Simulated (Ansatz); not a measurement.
# Screening in CdS (Greenockite)

Aim: the electronic dielectric constant of CdS (Greenockite) by perturbation theory, a sum over states and the RPA step of G0W0.

Main program and level: Ansatz 0.2.0; linear response on PBE, plane waves, PAW.

### Step 1. Starting point

Symmetry: P6_3mc, No. 186, hexagonal system. Conventional cell: a = 4.137 Å, b = 4.137 Å, c = 6.714 Å, α = 90.00°, β = 90.00°, γ = 120.00°. Cd has 4 S at 2.52 to 2.53 Å nearest. S has 4 Cd at 2.52 to 2.53 Å nearest. Farther neighbours and most contacts between anions are not listed.

The cell and positions come from the Crystallography Open Database and are kept as given unless a step says otherwise. The default PAW set here is soft_2. Its files were made with PBE.

### Step 2. Response to a homogeneous field

ε∞ sets how strongly the crystal screens. Perturbation theory gives it with local fields and without a sum over empty bands.

This step: dielectric response by perturbation theory, PBE, plane waves, PAW.

input.yaml reads:

```yaml
crystal:
  lattice:
    - [4.137, 0.0, 0.0]
    - [-2.0685, 3.5827470955, 0.0]
    - [0.0, 0.0, 6.7144]
  atoms:
    - { symbol: Cd, position: [0.6666666667, 0.3333333333, 0.0] }
    - { symbol: Cd, position: [0.3333333333, 0.6666666667, 0.5] }
    - { symbol: S, position: [0.6666666667, 0.3333333333, 0.375] }
    - { symbol: S, position: [0.3333333333, 0.6666666667, 0.875] }
kpoints:
  mp_grid: { grid: [6, 6, 4] }
hamiltonian:
  xc: pbe
scf:
  occupations: { method: fixed }
dielectric: {}
```

Launch:

```
$ ansatz run input.yaml --threads 3 --pin off --max-ram 92160MiB --backend cuda --events-out ev --progress --plain --runs-dir out --devices 1 --max-vram 13GiB
```

Numbers of over 12 decimals in the logs are rounded to 6 here.

The log of the run:

```text
GPUs: using 1 of 1 available (devices: 1).
Engine: ansatz 0.2.0, x86_64-unknown-linux-gnu
Pseudopotentials: kind: paw
Pseudopotential: Cd, paw, valence charge 20, recommended cutoff 420 eV (normal), Cd.paw.azcp
Pseudopotential: S, paw, valence charge 6, recommended cutoff 420 eV (normal), S.paw.azcp
Functional definition: PBE
  parameter kappa = 0.804
  parameter beta = 0.066725
  exchange = pbe_x(kappa = kappa, mu = beta*pi^2/3)
  correlation = pbe_c(beta = beta)
device memory: the entry about to start is reckoned to put 2.0 GiB on a device that reports 26.8 GiB free (of which the cap on the GPU budget leaves the run 13.0 GiB)
GPU FFT provider: cuFFT
GPU libraries: cuBLAS 13.8.2, cuFFT 12.4.0, cuSOLVER 12.3.4
Crystal: 4 atoms, lattice volume = 99.520 Å³
Basis set: ecut = 420 eV, 1943 PW (Γ), exchange–correlation on 60×60×96 points (8 copies of the dense FFT grid, shifted against one another)
Bands: 32, of which v1, the nominal top of the filled ones, is band 26 counted from 1 (25 counted from 0)
Symmetry: 12 space group operations
k-points: 47 of 144 (irreducible under 2 space group operations, time reversal used)
Non-local potential: Cd, projectors of the file, l = 0: 3, l = 1: 2, l = 2: 2, l = 3: 1
Non-local potential: S, projectors of the file, l = 0: 2, l = 1: 2, l = 2: 2
PAW form: soft (Blöchl's): semilocal exchange-correlation on the pseudo side does not see the compensation charge
PAW one-centre angular grid: Cd, 590 points (default); XC on 64 Gauss nodes
PAW one-centre angular grid: S, 110 points (default); XC on 64 Gauss nodes
Initial density: superposition of atomic densities (neutral atoms: chi_scale 0, normalization atom), corrected by the library's trained network
Initial wavefunctions: pseudopotential atomic-orbital guess
GPU buffer pool allocated for 43200 grid points (all kernels)
GPU transforms: local potential and band sums: pruned to the plane-wave sphere, on 27×27×45
Functional: x = pbe(κ = 0.804, μ = 0.219515), c = pbe(β = 0.066725)
SCF iter   1: F=—  HF=-18315.619117 eV  |F-HF|=—  |Δ(HF+E_count)|=         —  Δρ=6.00e-4  dr2=4.19e-4  ethr=1.77e-3  ⟨swp⟩=4.5  Hψ=5092  notcnv=0  defer=186
preconditioner: auto → Resta (q_TF=auto, 2.449 Å⁻¹)  ε∞=4.7  [insulator: Δε(μ)=1.213 eV  Ē_g=11.668 eV  n_scr=22 (ndim 8)  ℏωp=22.3 eV  f_vac=0.127  ε∞_Penn≈4.7]
SCF iter   2: F=—  HF=-18315.620549 eV  |F-HF|=—  |Δ(HF+E_count)|=   1.43e-3  Δρ=2.80e-4  dr2=8.51e-5  ethr=8.06e-7  ⟨swp⟩=2.9  Hψ=3263  notcnv=0  defer=188
SCF iter   3: F=—  HF=-18315.620939 eV  |F-HF|=—  |Δ(HF+E_count)|=   3.90e-4  Δρ=1.07e-4  dr2=9.38e-6  ethr=1.64e-7  ⟨swp⟩=2.0  Hψ=2256  notcnv=0  defer=186
SCF iter   4: F=—  HF=-18315.621950 eV  |F-HF|=—  |Δ(HF+E_count)|=   1.01e-3  Δρ=3.90e-5  dr2=1.48e-6  ethr=1.80e-8  ⟨swp⟩=2.0  Hψ=2256  notcnv=0  defer=96
SCF iter   5: F=—  HF=-18315.621953 eV  |F-HF|=—  |Δ(HF+E_count)|=   3.16e-6  Δρ=8.22e-6  dr2=8.90e-8  ethr=2.85e-9  ⟨swp⟩=2.0  Hψ=2256  notcnv=0  defer=124
SCF iter   6: F=—  HF=-18315.621953 eV  |F-HF|=—  |Δ(HF+E_count)|=   1.61e-7  Δρ=2.20e-6  dr2=6.61e-9  ethr=1.71e-10  ⟨swp⟩=2.0  Hψ=2256  notcnv=0  defer=128
SCF iter   7: F=—  HF=-18315.621953 eV  |F-HF|=—  |Δ(HF+E_count)|=   6.25e-9  Δρ=5.42e-7  dr2=2.91e-10  ethr=1.27e-11  ⟨swp⟩=2.0  Hψ=2255  notcnv=0  defer=128
SCF iter   8: F=-18315.621953 eV  HF=-18315.621953 eV  |F-HF|=5.46e-11  |Δ(HF+E_count)|=  6.18e-10  Δρ=1.23e-7  dr2=1.94e-11  ethr=1.00e-12  ⟨swp⟩=9.4  Hψ=6101  notcnv=0
SCF 1 converged in 8 iterations: F = -18315.621953 eV  dr2 = 1.94e-11
  greatest PAW one-centre occupation: 1.000 electrons in one spin orbital (limit 2), on the Cd atom at site 1 (counted from 0), in its partial waves of l = 0
the response reads at least the filled bands of the reference SCF and the lowest empty band at each k-point, and that SCF's band table does not vouch for those bands. The notice of the band table in this run's record says why
device memory: the entry about to start is reckoned to put 0.1 GiB on a device that reports 26.9 GiB free (of which the cap on the GPU budget leaves the run 13.0 GiB)
device memory: the entry about to start is reckoned to put 1.2 GiB on a device that reports 26.9 GiB free (of which the cap on the GPU budget leaves the run 12.9 GiB)
DFPT response loops at Γ: preconditioner auto → Resta (q_TF=auto, 2.449 Å⁻¹)  ε∞=7.0 (no band partly filled); β = 1.00, the filter's whole step (`scf.mixing.beta` (0.50) is not read by the response loops at its default; to damp them type it under 1.00, their step now; it binds the ground state too); Broyden in place of MSR1
── the response to a field inside a basis, on 10×10×6 k-points: an SCF that follows is theirs, and a resumed run solves both again ──
device memory: the entry about to start is reckoned to put 0.4 GiB on a device that reports 25.3 GiB free (of which the cap on the GPU budget leaves the run 12.9 GiB)
GPU FFT provider: cuFFT
GPU libraries: cuBLAS 13.8.2, cuFFT 12.4.0, cuSOLVER 12.3.4
Bands: 27, of which v1, the nominal top of the filled ones, is band 26 counted from 1 (25 counted from 0)
k-points: 90
Initial density: handed on by an earlier stage of this run
Initial wavefunctions: pseudopotential atomic-orbital guess (no wavefunctions were taken with the density)
GPU buffer pool allocated for 43200 grid points (all kernels)
GPU transforms: band sums: pruned to the plane-wave sphere, on 27×27×45
Eigensolver: Dense (90 Hₖ)
SCF iter   1: F=—  HF=-18315.607937 eV  |F-HF|=—  |Δ(HF+E_count)|=         —  Δρ=2.98e-4  dr2=1.85e-5  ethr=1.00e-1
preconditioner: auto → Resta (q_TF=auto, 2.449 Å⁻¹)  ε∞=6.4  [insulator: Δε(μ)=1.360 eV  Ē_g=9.651 eV  n_scr=22 (ndim 8)  ℏωp=22.3 eV  f_vac=0.126  ε∞_Penn≈6.4]
SCF iter   2: F=—  HF=-18315.607946 eV  |F-HF|=—  |Δ(HF+E_count)|=   8.63e-6  Δρ=1.52e-4  dr2=5.86e-6  ethr=3.56e-8
SCF iter   3: F=—  HF=-18315.607951 eV  |F-HF|=—  |Δ(HF+E_count)|=   4.96e-6  Δρ=3.21e-5  dr2=3.51e-7  ethr=1.13e-8
SCF iter   4: F=-18315.607951 eV  HF=-18315.607951 eV  |F-HF|=5.50e-8  |Δ(HF+E_count)|=   2.08e-7  Δρ=5.71e-6  dr2=5.48e-8  ethr=6.74e-10
SCF 1 converged in 4 iterations: F = -18315.607951 eV  dr2 = 5.48e-8
device memory: the entry about to start is reckoned to put 0.1 GiB (of the 0.2 GiB reckoned in all, the device holds 0.2 GiB already) on a device that reports 26.7 GiB free (of which the cap on the GPU budget leaves the run 12.8 GiB)
device memory: the entry about to start is reckoned to put 2.3 GiB on a device that reports 26.1 GiB free (of which the cap on the GPU budget leaves the run 12.9 GiB)
DFPT response loops at Γ: preconditioner auto → Resta (q_TF=auto, 2.449 Å⁻¹)  ε∞=6.6 (no band partly filled); β = 1.00, the filter's whole step (`scf.mixing.beta` (0.50) is not read by the response loops at its default; to damp them type it under 1.00, their step now; it binds the ground state too); Broyden in place of MSR1
SCF converged after 8 iterations
Free energy (F): -18315.621953 eV
Harris-Foulkes:  -18315.621953 eV  (|F-HF|=5.46e-11)
Internal energy: -18315.621953 eV  (E = F + TS)
E sigma→0 (E₀):  -18315.621953 eV
Fermi energy:    6.867082 eV
--- Per-component energies (eV) ---
  E_band       = -1014.932589
  E_kinetic    = 1223.981988
  E_local      = -8043.202632  (includes V_loc(G=0)·N_el)
  E_nonlocal   = 124.335438
  E_hartree    = 3694.472689
  E_xc         = -547.926722
  E_vxc        = -618.413871  (∫ρ·V_xc dr)
  E_paw        = -9367.586960  (= ΣΔE_a)
  E_vpaw       = -1090.579102  (= ΣTr[D̂ρ^β])
  E_aug_tail   = 0.000032  (compensation charges beyond the density's cutoff)
  E_ewald      = -5399.695785
  E_smearing   = -0.000000  (= −TS)
  E_closure    = 0.000000  (closes the sum)
  Σ components = -18315.621953   (vs F -18315.621953, Δ=0.00e0)
--- Band table (eV; the first three rows and the last of 47) ---
  k-point 0: bands = [... 22 lower, 6.0976, 6.8235, 6.8671, 6.8671, 8.0855, 9.6692, 13.3244, 13.3244, ... 2 higher]
  k-point 1: bands = [... 22 lower, 6.2037, 6.2037, 6.7472, 6.7472, 8.9709, 9.7438, 13.1712, 13.3938, ... 2 higher]
  k-point 2: bands = [... 22 lower, 6.4686, 6.4686, 6.4686, 6.4686, 9.7289, 9.7289, 13.0501, 13.0501, ... 2 higher]
  k-point 46: bands = [... 22 lower, 4.5229, 4.9503, 5.4953, 5.8236, 10.7856, 11.5517, 12.3160, 12.7316, ... 2 higher]
--- Dielectric response (ions clamped): 3 representative field directions + reference, inside a basis on a mesh of 600 k-points (Σ response iterations 15) ---
  ε∞ (high-frequency dielectric tensor):
        5.980476     0.000000    -0.000000
        0.000000     5.980476     0.000000
       -0.000000    -0.000000     6.081020
  Born effective charges Z* (e; rows j = field, columns β = displacement):
    site 0:
         2.12171   -0.00000   -0.00000
         0.00000    2.12171    0.00000
        -0.00000    0.00000    2.20856
    site 1:
         2.12171   -0.00000    0.00000
         0.00000    2.12171   -0.00000
         0.00000   -0.00000    2.20856
    site 2:
        -2.12171    0.00000    0.00000
        -0.00000   -2.12171    0.00000
         0.00000   -0.00000   -2.20856
    site 3:
        -2.12171   -0.00000    0.00000
         0.00000   -2.12171   -0.00000
        -0.00000    0.00000   -2.20856
  Z* charge neutrality: 3.452e-3 e pre-enforcement
  solved inside a basis spanned on kpoints, on 10×10×6 k-points transformed towards the longest dipole: ε∞ is read to err by 2.5e-2, Z* by 2.2e-2 e (field_mesh: kpoints solves on kpoints); Z* is corrected for what the basis lacks
```

Elapsed: 52 s, on 1 × NVIDIA H100 80GB HBM3 (shared by 6 runs) with 3 threads of AMD EPYC 7R13 (Zen 3), shared host; peak memory 2.1 GiB.

Reading the cycles: dr2 is the Hartree energy of the density residual (eV), the measure of convergence; HF is the Harris–Foulkes estimate of the energy, which meets the free energy F at convergence.

Numbers from this step:

```yaml
stated_error_of_eps_infinity: 0.025
```

One over ε∞ averages 0.17, under the quarter of exact exchange in PBE0, which by this rule of thumb may open the gap too far.

High-frequency dielectric tensor:

```
5.98 0.00 0.00
0.00 5.98 0.00
0.00 0.00 6.08
```

Born effective charge (e), principal values of the symmetric part by kind of site:

```
atom  atoms with these values    low  middle   high   mean
 Cd1                        2   2.12    2.12   2.21   2.15
  S3                        2  -2.21   -2.12  -2.12  -2.15
```

In full for Cd1:

```
2.12 0.00 0.00
0.00 2.12 0.00
0.00 0.00 2.21
```

### Step 3. Independent-particle spectrum

The independent-particle spectrum shows where the oscillator strength lies, before excitons and local fields.

This step: independent-particle optics on PBE, plane waves, PAW.

input.yaml, as its differences from that of step 2:

```diff
@@ -16,2 +16,4 @@
   occupations: { method: fixed }
-dielectric: {}
+  n_extra_bands: 68
+output:
+  optics: { e_range: [0, 25], de: 0.1, sigma: 0.2 }
```

The log of the run:

```text
[...]
GPUs: using 1 of 1 available (devices: 1).
[...]
GPU FFT provider: cuFFT
GPU libraries: cuBLAS 13.8.2, cuFFT 12.4.0, cuSOLVER 12.3.4
Crystal: 4 atoms, lattice volume = 99.520 Å³
Basis set: ecut = 420 eV, 1943 PW (Γ)
Bands: 94, of which v1, the nominal top of the filled ones, is band 26 counted from 1 (25 counted from 0)
Symmetry: 12 space group operations
[...]
k-points: 21 of 144 (time reversal used)
[...]
GPU buffer pool allocated for 40500 grid points (all kernels)
[...]
SCF iter   1: F=—  HF=-18315.620295 eV  |F-HF|=—  |Δ(HF+E_count)|=         —  Δρ=5.65e-4  dr2=4.24e-4  ethr=1.77e-3  ⟨swp⟩=4.0  Hψ=6673  notcnv=0  defer=1309
[...]
SCF iter   8: F=-18315.621972 eV  HF=-18315.621972 eV  |F-HF|=7.28e-12  |Δ(HF+E_count)|=  3.27e-11  Δρ=2.68e-8  dr2=7.31e-13  ethr=1.00e-12  ⟨swp⟩=11.1  Hψ=13128  notcnv=0
SCF 1 converged in 8 iterations: F = -18315.621972 eV  dr2 = 7.31e-13
[...]
Optics k sum: 0 of 21 k-points
Optics k sum: 2 of 21 k-points
[...]
Optics k sum: 21 of 21 k-points
[...]
SCF converged after 8 iterations
Free energy (F): -18315.621972 eV
[...]
Internal energy: -18315.621972 eV  (E = F + TS)
E sigma→0 (E₀):  -18315.621972 eV
Fermi energy:    6.867082 eV
[...]
--- Band table (eV; the first three rows and the last of 21) ---
  k-point 0: bands = [... 22 lower, 6.0976, 6.8235, 6.8671, 6.8671, 8.0855, 9.6692, 13.3244, 13.3244, ... 64 higher]
  k-point 1: bands = [... 22 lower, 6.2037, 6.2037, 6.7472, 6.7472, 8.9709, 9.7438, 13.1712, 13.3938, ... 64 higher]
  k-point 2: bands = [... 22 lower, 6.4686, 6.4686, 6.4686, 6.4686, 9.7289, 9.7289, 13.0501, 13.0501, ... 64 higher]
  k-point 20: bands = [... 22 lower, 4.4530, 4.4530, 5.7460, 5.7460, 11.2759, 11.2759, 12.9576, 12.9576, ... 64 higher]
```

It took 1.9 min on 1 × NVIDIA H100 80GB HBM3 (shared by 6 runs) with 3 threads; peak memory 1.5 GiB.

This step gave:

```yaml
eps_infinity_without_local_fields_xx_yy_zz: 6.368, 6.368, 6.432
electrons_in_the_f_sum_xx_yy_zz: 31.94, 31.94, 31.94
bands_in_the_explicit_sum_the_static_value_is_completed_to_all_bands: 94
```

The sum gives ε∞ = 6.37 and 6.43 without local fields.

The ε₂ has structure finer than the step of the table below, so its rows give means over 0.5 eV, whole bins alone (the curve runs from 0 to 25 eV). Peaks (eV: height): xx=yy 5.70: 6.90, 6.70: 9.39, 7.70: 7.78; zz 4.60: 8.74, 6.70: 9.39, 7.80: 7.97.

Independent particles, no local fields, Gaussian width 0.2 eV. Table of ε₂ by photon energy; means over each step:

```
photon energy (eV)   xx=yy      zz
               0.5  4.0e-5  1.4e-5
               1.0   0.106  0.0769
               1.5   0.969   0.949
               2.0    1.42    1.52
               2.5    1.60    1.75
               3.0    1.89    2.00
               3.5    3.05    2.48
               4.0    4.76    4.12
               4.5    6.26    8.13
               5.0    6.17    7.83
               5.5    6.44    5.87
               6.0    6.14    4.82
               6.5    8.33    8.46
               7.0    7.42    7.46
               7.5    7.30    6.78
               8.0    6.47    6.84
               8.5    3.59    3.66
               9.0    2.88    2.63
               9.5    2.30    2.32
              10.0    1.89    2.18
              10.5    1.66    1.74
              11.0    1.76    1.56
              11.5    1.48    1.48
              12.0    1.07    1.05
              12.5   0.969   0.899
              13.0    1.04    1.05
              13.5   0.843   0.900
              14.0    1.03    1.06
              14.5   0.951   0.985
              15.0   0.750   0.749
              15.5   0.668   0.681
              16.0   0.648   0.617
              16.5   0.526   0.499
              17.0   0.476   0.458
              17.5   0.546   0.494
              18.0   0.421   0.360
              18.5   0.380   0.351
              19.0   0.536   0.520
              19.5   0.606   0.647
              20.0   0.497   0.541
              20.5   0.402   0.422
              21.0   0.372   0.385
              21.5   0.408   0.367
              22.0   0.409   0.422
              22.5   0.369   0.374
              23.0   0.346   0.340
              23.5   0.311   0.295
              24.0   0.303   0.298
              24.5   0.279   0.275
```

(Continued in part 2 of 2.)

[Paths, hosts, dates, memory and timing lines, banners, echoed tables and standing remarks are left out of the program output.]

[Logs are printed without paths, hosts, clocks, repeated set-up lines and the standing remarks that a program may print on its own settings, such as how far it seeks lower states.]

[Runs of the session that timed out or met a known fault of the program may be left out.]

[Cells called generated may have been cut or substituted from an entry of the Crystallography Open Database or the Materials Project.]

[Hosts, paths, dates, database ids (printed as entryN), source tags and the programs' standing remarks are cut or masked in the printed files.]
